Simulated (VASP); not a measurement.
**HfB: relaxation of cell and atoms with PBE**

HfB:

```
Hf B
1.0
     0.00000    2.41741    2.41741
     2.41741    0.00000    2.41741
     2.41741    2.41741    0.00000
Hf B
1 1
Direct
  0.50000 0.50000 0.50000
  0.00000 0.00000 0.00000
```

```json
{"Program": "VASP 6.6.1", "Task": "relaxation of cell and atoms", "Functional": "PBE", "Potentials or basis": "VASP PAW PBE potentials, release 64 (Hf_pv, B)", "Cutoff": "520 eV", "k mesh": "16 × 16 × 16", "Occupations": "gaussian, width 0.1 eV", "Spin": "no spin polarisation", "Further INCAR settings": "ALGO = Normal; EDIFF = 1e-07; IBRION = 2; POTIM = 0.3; EDIFFG = -0.005; NSW = 60; ISIF = 3"}
```

```json
{"Pressure after relaxing": "0.0 GPa", "Band gap on the k mesh": "none (metal or under the smearing width)"}
```

Final structure:
```
Hf B
1.0
     0.00000    2.41741    2.41741
     2.41741    0.00000    2.41741
     2.41741    2.41741    0.00000
Hf B
1 1
Direct
  0.50000 0.50000 0.50000
  0.00000 0.00000 0.00000
```

Levels at points of the mesh, in eV from the Fermi level:
```
           k point  band 4  band 5  band 6  band 7  band 8  band 9  band 10
(0.00, 0.00, 0.00)   -9.12    2.05    2.05    2.05    3.57    3.57     3.57
(0.50, 0.00, 0.00)   -4.61   -4.49   -1.15   -1.15    5.65    5.65     6.47
(0.50, 0.50, 0.00)   -6.37   -1.25   -0.78    1.94    1.94    5.38     6.77
```

Wall time 25 s on 1 thread of Intel(R) Xeon(R) Platinum 8488C (Sapphire Rapids), with other jobs on the host, peak memory 0.19 GiB.

Caveat: the relaxation stopped at its first step, so nothing moved. The run has no spin-orbit coupling, so splittings on Hf are missing.
